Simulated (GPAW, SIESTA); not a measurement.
Given: the input of a run of GPAW 26.7.0 (ASE script) on Pb. Atoms were shifted at random by some hundredths of an Å from the given cell, which wasn't relaxed again for these runs. This isn't the form of Pb at room conditions, which is fcc.

run.py

```python
from ase import Atoms
from ase.dft.bandgap import bandgap
from ase.io import write
from ase.units import GPa
from gpaw import GPAW, PW, setup_paths

setup_paths.insert(0, '.')

atoms = Atoms(['Pb', 'Pb'],
              cell=[[0.0, 3.4390000555, 3.4390000555],
                    [3.4390000555, 0.0, 3.4390000555],
                    [3.4390000555, 3.4390000555, 0.0]],
              scaled_positions=[[0.242329, 0.248701, 0.248711],
                                [0.009682, -0.017376, 0.017808]],
              pbc=True)

calc = GPAW(mode=PW(600),
            xc='PBEsol',
            kpts={'size': (7, 7, 7), 'gamma': True},
            occupations={'name': 'fermi-dirac', 'width': 0.05},
            nbands=24,
            convergence={'density': 1e-05, 'energy': 1e-05},
            maxiter=150,
            txt='gpaw.txt')
atoms.calc = calc
energy = atoms.get_potential_energy()
forces = atoms.get_forces()
stress = atoms.get_stress()
calc.write('gs.gpw')
write('result.traj', atoms)
print(f'Energy: {energy:.6f} eV')
print('Forces (eV/A):')
print(forces.round(4))
print('Stress (GPa):', (stress / GPa).round(3))
print('Fermi level:', round(calc.get_fermi_level(), 4), 'eV')
print(f'Gap: {bandgap(calc)[0]:.4f} eV, direct: {bandgap(calc, direct=True)[0]:.4f} eV')
```

Potentials or basis: PAW data sets generated in the run's folder for this functional, pw.

The run is started by

```bash
$ gpaw-setup -f PBEsol Pb
$ OMP_NUM_THREADS=1 python run.py
```

Task: Set up the same calculation for SIESTA 5.4.2. Potentials or basis there: files PseudoDojo sr-pbesol-0.4.1-standard, DZP (energy shift 0.003 Ry; two zetas on semicore shells).

Result: As run (cutoffs and basis follow the program's own potentials, and thresholds, step limits or extra output files can differ):

File Pb.fdf:

```
SystemName                      Pb
SystemLabel                     Pb
NumberOfSpecies                 1
NumberOfAtoms                   2
%block ChemicalSpeciesLabel
  1  82 Pb
%endblock ChemicalSpeciesLabel

LatticeConstant                 1.0 Ang
%block LatticeVectors
     0.0000000000     3.4390000555     3.4390000555
     3.4390000555     0.0000000000     3.4390000555
     3.4390000555     3.4390000555     0.0000000000
%endblock LatticeVectors
AtomicCoordinatesFormat         Fractional
%block AtomicCoordinatesAndAtomicSpecies
     0.2423290000     0.2487010000     0.2487110000  1  Pb
     0.0096820000    -0.0173760000     0.0178080000  1  Pb
%endblock AtomicCoordinatesAndAtomicSpecies

%block kgrid.MonkhorstPack
    7   0   0  0.0
    0   7   0  0.0
    0   0   7  0.0
%endblock kgrid.MonkhorstPack
XC.Functional                   GGA
XC.Authors                      PBEsol
PAO.BasisSize                   DZP
PAO.EnergyShift                 0.003 Ry
Mesh.Cutoff                     500 Ry
OccupationFunction              FD
ElectronicTemperature           0.05 eV
MaxSCFIterations                120
SCF.MustConverge                false
SCF.Mixer.Method                Pulay
SCF.Mixer.Weight                0.25
SCF.Mixer.History               8
SCF.DM.Tolerance                5.0e-05
SCF.H.Tolerance                 1.0e-03 eV
WriteForces                     true
Charge.Mulliken                 end
%block PAO.Basis
  Pb 4
  n=6 0 2
    6.155 0.000
  n=6 1 2
    8.826 0.000
  n=5 2 2
    4.164 0.000
  n=6 2 1
    8.826
%endblock PAO.Basis
```

Potentials or basis: PseudoDojo 0.4 standard (PBEsol files), converted to PSML, two zetas on semicore shells, DZP (energy shift 0.003 Ry; two zetas on semicore shells).

Command:

```console
$ siesta < Pb.fdf > Pb.out 2>&1
```

Both were run:

|  | GPAW | SIESTA |
| --- | --- | --- |
| Pressure | 0.3 GPa | 1.1 GPa |
| Largest force | 0.609 eV/Å | 0.675 eV/Å |
| Energy over the undisturbed cell | 17.7 meV/atom | 19.5 meV/atom |

Pressure is positive in compression.
